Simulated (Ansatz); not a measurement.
**Phonons of LiF (Fm-3m)**

```yaml
crystal:
  lattice:
    - [0.00000, 2.00397, 2.00397]
    - [2.00397, 0.00000, 2.00397]
    - [2.00397, 2.00397, 0.00000]
  atoms:
    - { symbol: Li, position: [0.00000, 0.00000, 0.00000] }
    - { symbol: F, position: [0.50000, 0.50000, 0.50000] }
```

Unless marked otherwise, the numbers come from PBEsol, all-electron LAPW in Ansatz 0.2.0, scalar-relativistic. k mesh 10×10×10, fixed occupations, basis error target 0.5 meV/atom. The cell was relaxed by PAW under this functional.

Atoms are displaced by 0.01 Å in the smallest supercells that hold the wave vectors of a 2×2×2 mesh. Negative values stand for unstable modes. The zone centre has no LO-TO term.

Question: What are the phonon energies at the solved wave vectors, in meV?

Answer: 

| q | point | modes (meV) |
| --- | --- | --- |
| 0.000 0.000 0.000 | Gamma | 37.10 (×3) |
| 0.500 0.000 0.000 | L | 25.75 (×2), 35.31 (×2), 46.68, 73.91 |
| 0.500 0.500 0.000 | X | 30.01 (×2), 41.76 (×2), 42.76, 56.42 |

Question: Is the structure dynamically stable at these wave vectors?

Answer: Yes, no mode is unstable there; wave vectors off this mesh aren't tested.

Question: How do the optical zone-centre modes decompose, and which are active?

Answer: Point group m-3m: Γ_opt = T1u.

```tsv
label	meV	activity	mostly
T1u	37.10	IR	Li (73 %)
```

Question: How well do frozen-core PAW files reproduce these all-electron values?

Answer: With a cutoff of 420 eV and displacements of 0.0025 Å, the r.m.s. difference over the modes is 0.2 cm⁻¹; the largest difference is 345.4 (PAW) against 344.9 cm⁻¹ (LAPW).

Question: The cell is scaled evenly to 15.774 and 16.417 Å³ (from 16.095), with free atoms relaxed and the shape held. What are the mode Grüneisen parameters γ = −d ln ω/d ln V?

Answer: For the highest mode, 606.7 cm⁻¹ in the small cell and 586.1 in the large one give γ ≈ 0.86. From the change of the dynamical matrix on each mode:

```tsv
point	cm⁻¹	γ
Gamma	299.2	2.83
L	207.7	2.15
L	284.8	2.36
L	376.5	1.14
L	596.1	0.87
X	242.1	0.73
X	336.8	2.46
X	344.9	2.12
X	455.1	0.85
```

Weighted by the modes' heat capacities at 300 K, the mean on this mesh is 1.83; it moves with the q mesh, and a coarse one overweights the zone boundary.

Question: Linear response on PAW files adds the field. What are the dielectric tensor, the Born charges and the LO shift?

Answer: ε∞ = (2.09, 2.09, 2.09) along x, y, z with local fields. Born charges (xx, yy, zz): Li1 (1.05, 1.05, 1.05); F2 (-1.05, -1.05, -1.05). The highest zone-centre mode lies at 299.5 cm⁻¹ without the macroscopic field and at 637.4 cm⁻¹ with it, for q along x. Lyddane-Sachs-Teller then gives ε₀ = ε∞ (ω_LO/ω_TO)² = 9.46. With the ions free to follow the field, the program's ε₀ is (9.46, 9.46, 9.46).

Known limits: the frozen-core PAW files of the compared runs were fitted under PBE, their cores solved anew for this functional; semilocal gaps are low, and ε∞ tends to come out large.
